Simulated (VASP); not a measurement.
# PbSe (Clausthalite): band structure with MS2

**The experiment to reproduce.**

From a printed reference work, monograph, for a bulk crystal of PbSe at 4.2 K: band gap 0.15 eV (direct).

PbSe (Clausthalite):

```
CELL_PARAMETERS angstrom
0.00000 3.06065 3.06065
3.06065 0.00000 3.06065
3.06065 3.06065 0.00000
ATOMIC_POSITIONS crystal
Pb 0.00000 0.00000 0.00000
Se 0.50000 0.50000 0.50000
```

```
Program                : VASP 6.6.1
Task                   : band structure
Functional             : MS2
Potentials or basis    : VASP PAW PBE potentials, release 64 (Pb_d, Se)
Cutoff                 : 520 eV
k mesh                 : 8 × 8 × 8
Occupations            : fermi-dirac, width 0.05 eV
Spin                   : no spin polarisation
Further INCAR settings : ALGO = Normal; EDIFF = 1e-06
```

```yaml
Pressure: 0.4 GPa
Band_gap_on_the_k_mesh: 0.37 eV, direct
Band_gap_along_the_path: 0.37 eV, direct
```

Levels at the corners of the path, in eV from the valence-band top:
| point | band 6 | band 7 | band 8 | band 9 | band 10 | band 11 | band 12 | band 13 | band 14 |
| --- | --- | --- | --- | --- | --- | --- | --- | --- | --- |
| Γ | -13.91 | -6.20 | -1.99 | -1.99 | -1.99 | 4.78 | 4.78 | 4.78 | 6.63 |
| X | -12.46 | -7.30 | -5.13 | -3.36 | -3.36 | 3.72 | 5.70 | 5.70 | 6.14 |
| X | -12.46 | -7.30 | -5.13 | -3.36 | -3.36 | 3.72 | 5.70 | 5.70 | 6.14 |
| W | -12.45 | -7.97 | -4.36 | -4.36 | -0.87 | 1.97 | 5.02 | 5.02 | 7.84 |
| W | -12.45 | -7.97 | -4.36 | -4.36 | -0.87 | 1.97 | 5.02 | 5.02 | 7.84 |
| K | -12.49 | -8.00 | -4.71 | -2.85 | -2.46 | 3.47 | 4.08 | 5.52 | 5.91 |
| K | -12.49 | -8.00 | -4.71 | -2.85 | -2.46 | 3.47 | 4.08 | 5.52 | 5.91 |
| Γ | -13.91 | -6.20 | -1.99 | -1.99 | -1.99 | 4.78 | 4.78 | 4.78 | 6.63 |
| Γ | -13.91 | -6.20 | -1.99 | -1.99 | -1.99 | 4.78 | 4.78 | 4.78 | 6.63 |
| L | -12.86 | -8.81 | -1.60 | -1.60 | 0.00 | 0.37 | 1.75 | 1.75 | 8.60 |
| L | -12.86 | -8.81 | -1.60 | -1.60 | 0.00 | 0.37 | 1.75 | 1.75 | 8.60 |
| U | -12.49 | -8.00 | -4.71 | -2.85 | -2.46 | 3.47 | 4.08 | 5.52 | 5.91 |
| U | -12.49 | -8.00 | -4.71 | -2.85 | -2.46 | 3.47 | 4.08 | 5.52 | 5.91 |
| W | -12.45 | -7.97 | -4.36 | -4.36 | -0.87 | 1.97 | 5.02 | 5.02 | 7.84 |
| W | -12.45 | -7.97 | -4.36 | -4.36 | -0.87 | 1.97 | 5.02 | 5.02 | 7.84 |
| L | -12.86 | -8.81 | -1.60 | -1.60 | 0.00 | 0.37 | 1.75 | 1.75 | 8.60 |
| L | -12.86 | -8.81 | -1.60 | -1.60 | 0.00 | 0.37 | 1.75 | 1.75 | 8.60 |
| K | -12.49 | -8.00 | -4.71 | -2.85 | -2.46 | 3.47 | 4.08 | 5.52 | 5.91 |
| U | -12.49 | -8.00 | -4.71 | -2.85 | -2.46 | 3.47 | 4.08 | 5.52 | 5.91 |
| X | -12.46 | -7.30 | -5.13 | -3.36 | -3.36 | 3.72 | 5.70 | 5.70 | 6.14 |

Wall time 2.5 min on 1 thread of Intel(R) Xeon(R) Platinum 8488C (Sapphire Rapids) (shared host), peak memory 0.2 GiB.

A measured gap of PbSe is 0.15 eV (direct; 4.2 K; a printed reference work, monograph); the calculated 0.37 eV misses it by +0.22 eV. 2 values of this kind are on record (0.15 to 0.28 eV); this one was drawn at random. Spin-orbit coupling on Pb, Se is left out. The value is that of MS2, without temperature or zero-point motion.

Caveat: the PAW data sets were made with another functional, which shifts forces and pressure a little; spin-orbit coupling is left out, which as a rule narrows the gap of such compounds by several tenths of an eV.
